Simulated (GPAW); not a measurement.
Ag:

```
Ag
1.0
     0.00000    2.04275    2.04275
     2.04275    0.00000    2.04275
     2.04275    2.04275    0.00000
Ag
1
Direct
  0.00000 0.00000 0.00000
```

Base run:

```yaml
Program: GPAW 26.7.0
Functional: LDA
Potentials_or_basis: the program's PAW data sets (release 1.2.1) made for this functional, other valence
Cutoff: 600 eV
Basis: pw
k_mesh: 11 × 11 × 11
Occupations: fermi-dirac, width 0.05 eV
Spin: no spin polarisation
```

Its results: pressure -5.6 GPa.

The run is repeated on the same cell with these changes: potentials or basis from the program's PAW data sets (release 1.2.1) made for this functional, other valence to PAW data sets generated in the run's folder for this functional; valence electrons from 11 to 17. What comes out?

Pressure -7.6 GPa.
